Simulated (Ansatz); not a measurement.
**Random displacements in BaTiO₃**

Theory: DFT PBE, scalar-relativistic, plane waves, PAW in Ansatz. The runs took a 420 eV cutoff, a Γ-centred 8×8×8 mesh and Gaussian smearing (0.05 eV). Spin–orbit coupling is left out, which matters for the heavy elements here. No spin polarisation. Energies are free energies at this smearing, counted from the undisturbed cell; pressure is positive in compression.

Zero of the scan (relaxed at this level; it needn't be the usual structure):

```
CELL_PARAMETERS angstrom
4.01923 0.00000 0.00000
0.00000 4.01923 0.00000
0.00000 0.00000 4.01928
ATOMIC_POSITIONS crystal
Ba 0.00000 0.00000 0.00000
Ti 0.50000 0.50000 0.50000
O 0.50000 0.50000 0.00000
O 0.50000 0.00000 0.50000
O 0.00000 0.50000 0.50000
```

After a displacement of all atoms with no net shift, the run gives ΔE = 9.8 meV/atom; stress (xx, yy, zz, yz, xz, xy; compression positive) (0.57, 0.69, 0.04, 0.11, -0.04, 0.13) GPa; gap on the mesh 1.84 eV.

```
atom Fx (eV/Å) Fy Fz
 Ba1     -0.078  -0.039  -0.231
 Ti2      0.245   0.086   0.253
  O3      0.310   0.208   0.083
  O4     -0.568  -0.517   0.018
  O5      0.091   0.262  -0.122
```

Question: Which displacements (Å, in the unstrained cell) and strain were applied?

Answer:
| atom | ux | uy | uz |
| --- | --- | --- | --- |
| Ba1 | 0.02 | 0.03 | 0.03 |
| Ti2 | 0.01 | 0.05 | 0.00 |
| O3 | -0.09 | -0.03 | -0.03 |
| O4 | 0.09 | -0.01 | -0.02 |
| O5 | -0.03 | -0.04 | 0.01 |
The cell is not strained.

Cost: 1 run of about 0.8 core-minutes, on AMD EPYC 7R43 (Zen 3) (shared hosts).